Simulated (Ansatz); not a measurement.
# K (P6_3/mmc) in Ansatz: equation of state

Aim: energy against volume of K in PBE, for its equilibrium volume and stiffness.

All numbers are computed with Ansatz 0.2.0; they aren't measurements. Logs are shortened: lines on timing, memory, paths and dates and some standing lists are left out, and cuts for length are marked.

### Step 1. Starting point

The structure is hexagonal, space group P6_3/mmc (No. 194). The conventional cell has a = 4.762 Å, b = 4.762 Å, c = 7.830 Å, α = 90.00°, β = 90.00°, γ = 120.00°.

This isn't the form of K at room conditions, which is bcc.

### Step 2. Single point, PBE, 72.28 Å³/atom (volume scaled by 0.94)

input.yaml

```yaml
crystal:
  lattice:
    - [4.6651769858, 0.0, 0.0]
    - [-2.3325884929, 4.0401617828, 0.0]
    - [0.0, 0.0, 7.6701311367]
  atoms:
    - { symbol: K, position: [0.6666666667, 0.3333333333, 0.75] }
    - { symbol: K, position: [0.3333333333, 0.6666666667, 0.25] }
hamiltonian:
  xc: pbe
  pseudopotentials: { kind: paw }
kpoints:
  mp_grid: { grid: [7, 7, 4] }
scf:
  occupations: { method: fermi_dirac, width: 0.05 }
output:
  forces: true
  stress: true
  eigenvalues: true
```

Potentials or basis: Ansatz PAW.

Run with:

```bash
$ ansatz run input.yaml --threads 2 --pin off --max-ram 5120MiB --backend cpu --events-out ev --progress --plain --runs-dir out
```

What it wrote:

```text
Warning: RAYON_NUM_THREADS=2 ignored (pool sized by the plan → 2); use --threads N
Engine: ansatz 0.2.0, aarch64-unknown-linux-gnu
Pseudopotentials: kind: paw
Pseudopotential: K, paw, valence charge 9, recommended cutoff 420 eV (normal), K.paw.azcp
Functional definition: PBE
  parameter kappa = 0.804
  parameter beta = 0.06672455060314922
  exchange = pbe_x(kappa = kappa, mu = beta*pi^2/3)
  correlation = pbe_c(beta = beta)
Crystal: 2 atoms, lattice volume = 144.567 Å³
Basis set: ecut = 420 eV, 2815 PW (Γ), exchange–correlation on 64×64×108 points (8 copies of the dense FFT grid, shifted against one another)
Bands: 13, of which v1, the nominal top of the filled ones, is band 9 counted from 1 (8 counted from 0)
Symmetry: 24 space group operations
Space group: P63/mmc (ITA 194), of the structure as read, at distance tolerance 5.2e-5 Å
k-points: 24 of 196
Non-local potential: K, projectors of the file, l = 0: 3, l = 1: 2, l = 2: 2
PAW form: soft (Blöchl's): semilocal exchange-correlation on the pseudo side does not see the compensation charge
PAW one-centre angular grid: K, 110 points (default); XC on 64 Gauss nodes
Initial density: superposition of atomic densities (neutral atoms: chi_scale 0, normalization atom), corrected by the library's trained network
Initial wavefunctions: pseudopotential atomic-orbital guess
Functional: x = pbe(κ = 0.804, μ = 0.2195149727645171), c = pbe(β = 0.06672455060314922)
SCF iter   1: F=—  HF=-3075.581084 eV  |F-HF|=—  |Δ(HF+E_count)|=         —  Δρ=3.38e-4  dr2=2.34e-4  ethr=1.77e-3  ⟨swp⟩=6.8  Hψ=2098  notcnv=0
preconditioner: auto → Resta (q_TF=auto, 1.928 Å⁻¹)  ε∞=3.8  [insulator: Δε(μ)=0.173 eV  Ē_g=2.632 eV  σ=0.050 eV  W_gap=0.69  n_scr=22 (ndim 8)  ℏωp=4.4 eV  f_vac=0.000  D(μ)=1.15/eV (n_scr^D=2)  ε∞_Penn≈3.8]
SCF iter   2: F=—  HF=-3075.580061 eV  |F-HF|=—  |Δ(HF+E_count)|=   1.02e-3  Δρ=2.57e-4  dr2=1.71e-4  ethr=1.30e-6  ⟨swp⟩=2.1  Hψ=732  notcnv=0
SCF iter   3: F=—  HF=-3075.580149 eV  |F-HF|=—  |Δ(HF+E_count)|=   8.86e-5  Δρ=1.46e-4  dr2=3.57e-5  ethr=9.50e-7  ⟨swp⟩=2.0  Hψ=491  notcnv=0
SCF iter   4: F=—  HF=-3075.580166 eV  |F-HF|=—  |Δ(HF+E_count)|=   1.70e-5  Δρ=1.32e-4  dr2=2.25e-5  ethr=1.98e-7  ⟨swp⟩=2.0  Hψ=389  notcnv=0
SCF iter   5: F=—  HF=-3075.580158 eV  |F-HF|=—  |Δ(HF+E_count)|=   8.49e-6  Δρ=7.45e-6  dr2=1.98e-7  ethr=1.25e-7  ⟨swp⟩=2.0  Hψ=516  notcnv=0
SCF iter   6: F=-3075.580158 eV  HF=-3075.580158 eV  |F-HF|=9.76e-9  |Δ(HF+E_count)|=   1.41e-8  Δρ=3.98e-6  dr2=1.80e-8  ethr=5.56e-10  ⟨swp⟩=5.8  Hψ=1622  notcnv=0
SCF 1 converged in 6 iterations: F = -3075.580158 eV  dr2 = 1.80e-8
SCF converged after 6 iterations
Free energy (F): -3075.580158 eV
Harris-Foulkes:  -3075.580158 eV  (|F-HF|=9.76e-9)
Internal energy: -3075.569778 eV  (E = F + TS)
E sigma→0 (E₀):  -3075.574968 eV
Entropy (-TS):   -0.010379 eV (-5.190 meV/atom)
Fermi energy:    1.822726 eV
--- Per-component energies (eV) ---
  E_band       = -284.235919
  E_kinetic    = 504.518377
  E_local      = -1501.349120  (includes V_loc(G=0)·N_el)
  E_nonlocal   = 25.901129
  E_hartree    = 535.345790
  E_xc         = -267.595825
  E_vxc        = -326.185415  (∫ρ·V_xc dr)
  E_paw        = -1563.708000  (= ΣΔE_a)
  E_vpaw       = -57.808666  (= ΣTr[D̂ρ^β])
  E_aug_tail   = -0.000007  (compensation charges beyond the density's cutoff)
  E_ewald      = -808.682121
  E_smearing   = -0.010379  (= −TS)
  E_closure    = -0.000000  (closes the sum)
  Σ components = -3075.580158   (vs F -3075.580158, Δ=0.00e0)
--- Forces (eV/Å), atoms counted from 1 ---
  atom   1  K      0.00000000    -0.00000000     0.00000000
  atom   2  K      0.00000000     0.00000000     0.00000000
  max |Σ_I F_I| component: 8.67e-19 eV/Å
--- Stress (GPa, compression-positive) ---
        0.057485      -0.000000       0.000000
        0.000000       0.057485       0.000000
        0.000000       0.000000       0.133063
  P = ⅓ Tr σ = 0.0827 GPa (0.827 kbar)
--- Band table (eV; the first three rows and the last of 24) ---
  k-point 0: bands = ["-30.2815", "-30.2776", "-13.8006", "-13.7413", "-13.7413", "-13.7319", "-13.7319", "-13.7310", "-0.3498", "2.1341", "2.3661", "5.9347", "5.9347"]
  k-point 1: bands = ["-30.2809", "-30.2781", "-13.7905", "-13.7413", "-13.7400", "-13.7400", "-13.7333", "-13.7333", "-0.1660", "1.1965", "3.4126", "5.5499", "5.9127"]
  k-point 2: bands = ["-30.2795", "-30.2795", "-13.7661", "-13.7661", "-13.7366", "-13.7366", "-13.7366", "-13.7366", "0.3672", "0.3672", "4.5635", "4.5635", "5.9757"]
  k-point 23: bands = ["-30.2765", "-30.2765", "-13.7900", "-13.7900", "-13.7700", "-13.7700", "-13.7450", "-13.7450", "2.5476", "2.5476", "3.3975", "3.3975", "3.8369"]
```

Wall time 1.1 s (2 threads of Arm Neoverse V2, shared host); peak memory 0.35 GiB.

Results:

| Quantity | Value |
| --- | --- |
| Free energy | -3075.5802 eV |
| Pressure | 0.1 GPa |
| Band gap on the k mesh | none (metal or under the smearing width) |

### Step 3. Single point, PBE, 73.82 Å³/atom (volume scaled by 0.96)

Edit input.yaml of step 2 so:

```diff
@@ -2,5 +2,5 @@
   lattice:
-    - [4.6651769858, 0.0, 0.0]
-    - [-2.3325884929, 4.0401617828, 0.0]
-    - [0.0, 0.0, 7.6701311367]
+    - [4.6980314273, 0.0, 0.0]
+    - [-2.3490157137, 4.0686145638, 0.0]
+    - [0.0, 0.0, 7.7241479244]
   atoms:
@@ -19 +19,5 @@
   eigenvalues: true
+  write_density: true
+  write_potential: true
+  elf: true
+  volumetric_format: npy
```

Potentials or basis: Ansatz PAW.

Run with:

```bash
$ ansatz run input.yaml --threads 2 --pin off --max-ram 5120MiB --backend cpu --events-out ev --progress --plain --runs-dir out
```

Wall time 1.4 s (2 threads of Arm Neoverse V2, shared host); peak memory 0.36 GiB.

The run converged. Its results:

| Item | Value |
| --- | --- |
| Free energy | -3075.5810 eV |
| Pressure | 0.0 GPa |
| Band gap on the k mesh | none (metal or under the smearing width) |

### Step 4. Single point, PBE, 75.36 Å³/atom (volume scaled by 0.98)

Edit input.yaml of step 3 so:

```diff
@@ -2,5 +2,5 @@
   lattice:
-    - [4.6980314273, 0.0, 0.0]
-    - [-2.3490157137, 4.0686145638, 0.0]
-    - [0.0, 0.0, 7.7241479244]
+    - [4.7304326679, 0.0, 0.0]
+    - [-2.365216334, 4.0966748613, 0.0]
+    - [0.0, 0.0, 7.7774195935]
   atoms:
```

Run with:

```bash
$ ansatz run input.yaml --threads 2 --pin off --max-ram 5120MiB --backend cpu --events-out ev --progress --plain --runs-dir out
```

It took 1.5 s on 2 threads of Arm Neoverse V2, shared host; peak memory 0.36 GiB.

It converged, with:

```yaml
Free_energy: -3075.5804 eV
Pressure: -0.1 GPa
Band_gap_on_the_k_mesh: none (metal or under the smearing width)
```

### Step 5. Single point, PBE, 76.90 Å³/atom

Edit input.yaml of step 4 so:

```diff
@@ -2,5 +2,5 @@
   lattice:
-    - [4.7304326679, 0.0, 0.0]
-    - [-2.365216334, 4.0966748613, 0.0]
-    - [0.0, 0.0, 7.7774195935]
+    - [4.7623960204, 0.0, 0.0]
+    - [-2.3811980102, 4.1243559365, 0.0]
+    - [0.0, 0.0, 7.82997132]
   atoms:
@@ -19,5 +19 @@
   eigenvalues: true
-  write_density: true
-  write_potential: true
-  elf: true
-  volumetric_format: npy
```

Run with:

```bash
$ ansatz run input.yaml --threads 2 --pin off --max-ram 5120MiB --backend cpu --events-out ev --progress --plain --runs-dir out
```

Wall time 1.1 s (2 threads of Arm Neoverse V2, shared host); peak memory 0.35 GiB.

It converged, with:

```
Free energy            : -3075.5785 eV
Pressure               : -0.1 GPa
Band gap on the k mesh : none (metal or under the smearing width)
```

### Step 6. Single point, PBE, 78.44 Å³/atom (volume scaled by 1.02)

Edit input.yaml of step 5 so:

```diff
@@ -2,5 +2,5 @@
   lattice:
-    - [4.7623960204, 0.0, 0.0]
-    - [-2.3811980102, 4.1243559365, 0.0]
-    - [0.0, 0.0, 7.82997132]
+    - [4.7939359861, 0.0, 0.0]
+    - [-2.396967993, 4.151670348, 0.0]
+    - [0.0, 0.0, 7.8818269459]
   atoms:
```

Potentials or basis: Ansatz PAW.

Run with:

```bash
$ ansatz run input.yaml --threads 2 --pin off --max-ram 5120MiB --backend cpu --events-out ev --progress --plain --runs-dir out
```

Run time: 1 s. Hardware: 2 threads of Arm Neoverse V2, shared host; peak memory 0.36 GiB.

The run converged. Its results:

| Item | Value |
| --- | --- |
| Free energy | -3075.5754 eV |
| Pressure | -0.2 GPa |
| Band gap on the k mesh | none (metal or under the smearing width) |

### Step 7. Single point, PBE, 79.97 Å³/atom (volume scaled by 1.04)

Edit input.yaml of step 6 so:

```diff
@@ -2,5 +2,5 @@
   lattice:
-    - [4.7939359861, 0.0, 0.0]
-    - [-2.396967993, 4.151670348, 0.0]
-    - [0.0, 0.0, 7.8818269459]
+    - [4.8250663128, 0.0, 0.0]
+    - [-2.4125331564, 4.1786300018, 0.0]
+    - [0.0, 0.0, 7.9330090745]
   atoms:
```

Run with:

```bash
$ ansatz run input.yaml --threads 2 --pin off --max-ram 5120MiB --backend cpu --events-out ev --progress --plain --runs-dir out
```

It took 1.1 s on 2 threads of Arm Neoverse V2, shared host; peak memory 0.37 GiB.

Results (log left out):

```yaml
Free_energy: -3075.5712 eV
Pressure: -0.2 GPa
Band_gap_on_the_k_mesh: none (metal or under the smearing width)
```

### Step 8. Single point, PBE, 81.51 Å³/atom (volume scaled by 1.06)

Edit input.yaml of step 7 so:

```diff
@@ -2,5 +2,5 @@
   lattice:
-    - [4.8250663128, 0.0, 0.0]
-    - [-2.4125331564, 4.1786300018, 0.0]
-    - [0.0, 0.0, 7.9330090745]
+    - [4.8558000479, 0.0, 0.0]
+    - [-2.4279000239, 4.2052461971, 0.0]
+    - [0.0, 0.0, 7.9835391571]
   atoms:
@@ -19 +19,5 @@
   eigenvalues: true
+  write_density: true
+  write_potential: true
+  elf: true
+  volumetric_format: npy
```

Potentials or basis: Ansatz PAW.

Run with:

```bash
$ ansatz run input.yaml --threads 2 --pin off --max-ram 5120MiB --backend cpu --events-out ev --progress --plain --runs-dir out
```

What it wrote:

```text
Warning: RAYON_NUM_THREADS=2 ignored (pool sized by the plan → 2); use --threads N
Engine: ansatz 0.2.0, aarch64-unknown-linux-gnu
Pseudopotentials: kind: paw
Pseudopotential: K, paw, valence charge 9, recommended cutoff 420 eV (normal), K.paw.azcp
Functional definition: PBE
  parameter kappa = 0.804
  parameter beta = 0.06672455060314922
  exchange = pbe_x(kappa = kappa, mu = beta*pi^2/3)
  correlation = pbe_c(beta = beta)
Crystal: 2 atoms, lattice volume = 163.023 Å³
Basis set: ecut = 420 eV, 3189 PW (Γ), exchange–correlation on 72×72×108 points (8 copies of the dense FFT grid, shifted against one another)
Bands: 13, of which v1, the nominal top of the filled ones, is band 9 counted from 1 (8 counted from 0)
Symmetry: 24 space group operations
Space group: P63/mmc (ITA 194), of the structure as read, at distance tolerance 5.5e-5 Å
k-points: 24 of 196
Non-local potential: K, projectors of the file, l = 0: 3, l = 1: 2, l = 2: 2
PAW form: soft (Blöchl's): semilocal exchange-correlation on the pseudo side does not see the compensation charge
PAW one-centre angular grid: K, 110 points (default); XC on 64 Gauss nodes
Initial density: superposition of atomic densities (neutral atoms: chi_scale 0, normalization atom), corrected by the library's trained network
Initial wavefunctions: pseudopotential atomic-orbital guess
Functional: x = pbe(κ = 0.804, μ = 0.2195149727645171), c = pbe(β = 0.06672455060314922)
SCF iter   1: F=—  HF=-3075.566057 eV  |F-HF|=—  |Δ(HF+E_count)|=         —  Δρ=3.55e-4  dr2=2.66e-4  ethr=1.77e-3  ⟨swp⟩=6.8  Hψ=2153  notcnv=0
preconditioner: auto → Resta (q_TF=auto, 1.890 Å⁻¹)  ε∞=3.7  [insulator: Δε(μ)=0.164 eV  Ē_g=2.515 eV  σ=0.050 eV  W_gap=0.67  n_scr=22 (ndim 8)  ℏωp=4.1 eV  f_vac=0.000  D(μ)=1.25/eV (n_scr^D=2)  ε∞_Penn≈3.7]
SCF iter   2: F=—  HF=-3075.565848 eV  |F-HF|=—  |Δ(HF+E_count)|=   2.09e-4  Δρ=2.21e-4  dr2=1.47e-4  ethr=1.48e-6  ⟨swp⟩=2.0  Hψ=713  notcnv=0
SCF iter   3: F=—  HF=-3075.566074 eV  |F-HF|=—  |Δ(HF+E_count)|=   2.25e-4  Δρ=1.49e-4  dr2=3.37e-5  ethr=8.16e-7  ⟨swp⟩=2.0  Hψ=488  notcnv=0
SCF iter   4: F=—  HF=-3075.566096 eV  |F-HF|=—  |Δ(HF+E_count)|=   2.21e-5  Δρ=6.77e-5  dr2=8.57e-6  ethr=1.87e-7  ⟨swp⟩=2.0  Hψ=502  notcnv=0
SCF iter   5: F=—  HF=-3075.566098 eV  |F-HF|=—  |Δ(HF+E_count)|=   1.75e-6  Δρ=3.61e-5  dr2=1.44e-6  ethr=4.76e-8  ⟨swp⟩=2.0  Hψ=529  notcnv=0
SCF iter   6: F=-3075.566097 eV  HF=-3075.566097 eV  |F-HF|=3.47e-8  |Δ(HF+E_count)|=   5.48e-7  Δρ=6.81e-6  dr2=5.16e-8  ethr=5.56e-10  ⟨swp⟩=7.0  Hψ=2084  notcnv=0
SCF 1 converged in 6 iterations: F = -3075.566097 eV  dr2 = 5.16e-8
SCF converged after 6 iterations
Free energy (F): -3075.566097 eV
Harris-Foulkes:  -3075.566097 eV  (|F-HF|=3.47e-8)
Internal energy: -3075.554895 eV  (E = F + TS)
E sigma→0 (E₀):  -3075.560496 eV
Entropy (-TS):   -0.011202 eV (-5.601 meV/atom)
Fermi energy:    1.357748 eV
--- Per-component energies (eV) ---
  E_band       = -293.745363
  E_kinetic    = 503.972374
  E_local      = -1554.884847  (includes V_loc(G=0)·N_el)
  E_nonlocal   = 25.761618
  E_hartree    = 557.441497
  E_xc         = -267.260672
  E_vxc        = -325.739781  (∫ρ·V_xc dr)
  E_paw        = -1563.648991  (= ΣΔE_a)
  E_vpaw       = -57.730212  (= ΣTr[D̂ρ^β])
  E_aug_tail   = -0.000007  (compensation charges beyond the density's cutoff)
  E_ewald      = -776.935867
  E_smearing   = -0.011202  (= −TS)
  E_closure    = 0.000000  (closes the sum)
  Σ components = -3075.566097   (vs F -3075.566097, Δ=0.00e0)
--- Forces (eV/Å), atoms counted from 1 ---
  atom   1  K     -0.00000000     0.00000000    -0.00000000
  atom   2  K      0.00000000    -0.00000000     0.00000000
  max |Σ_I F_I| component: 0.00e0 eV/Å
--- Stress (GPa, compression-positive) ---
       -0.311267      -0.000000      -0.000000
       -0.000000      -0.311267      -0.000000
       -0.000000      -0.000000      -0.248308
  P = ⅓ Tr σ = -0.2903 GPa (-2.903 kbar)
--- Band table (eV; the first three rows and the last of 24) ---
  k-point 0: bands = ["-30.8270", "-30.8248", "-14.3278", "-14.2902", "-14.2902", "-14.2840", "-14.2840", "-14.2832", "-0.6511", "1.6580", "1.8615", "5.3501", "5.3501"]
  k-point 1: bands = ["-30.8266", "-30.8251", "-14.3213", "-14.2898", "-14.2893", "-14.2893", "-14.2849", "-14.2849", "-0.4843", "0.7695", "2.8766", "4.9732", "5.3332"]
  k-point 2: bands = ["-30.8259", "-30.8259", "-14.3056", "-14.3056", "-14.2871", "-14.2871", "-14.2871", "-14.2871", "0.0028", "0.0028", "4.0027", "4.0027", "5.3929"]
  k-point 23: bands = ["-30.8242", "-30.8242", "-14.3214", "-14.3214", "-14.3087", "-14.3087", "-14.2925", "-14.2925", "2.0463", "2.0463", "2.8801", "2.8801", "3.2604"]
```

rho_z.tsv:

```text
# z_ang	rho[e/angstrom^3]
# format = ansatz-planar-average/11
# lattice	4.855800048	-0.000000000	0.000000000
# lattice	-2.427900024	4.205246197	0.000000000
# lattice	0.000000000	0.000000000	7.983539157
# sites	2
# site	19	2.427900024	1.401748732	5.987654368
# site	19	0.000000000	2.803497465	1.995884789
0.000000	1.406771e-2
0.147843	1.417175e-2
0.295687	1.455217e-2
0.443530	1.544239e-2
0.591373	1.735890e-2
0.739217	2.134169e-2
[... 46 lines left out ...]
7.687853	1.455217e-2
7.835696	1.417175e-2
```

Run time: 1.4 s. Hardware: 2 threads of Arm Neoverse V2, shared host; peak memory 0.37 GiB.

What came out:

| Item | Value |
| --- | --- |
| Free energy | -3075.5661 eV |
| Pressure | -0.3 GPa |
| Band gap on the k mesh | none (metal or under the smearing width) |

### Step 9. Equation of state, PBE

Potentials or basis: Ansatz PAW.

No new run: the results of the series are fitted here.

Results:

| Item | Value |
| --- | --- |
| Equilibrium volume | 73.91 Å³/atom |
| Bulk modulus at fixed shape and positions | 3.6 GPa |
| Pressure derivative of the bulk modulus | 3.8 |

Energy against volume, from the lowest point:
| volume (Å³/atom) | energy (meV/atom) |
| --- | --- |
| 72.284 | 0.41 |
| 73.822 | 0.00 |
| 75.359 | 0.31 |
| 76.897 | 1.26 |
| 78.435 | 2.80 |
| 79.973 | 4.88 |
| 81.511 | 7.44 |

Caveat: the cell was scaled at fixed shape and fractional positions, which overstates the stiffness of a crystal with free parameters, most of all of layers and chains.
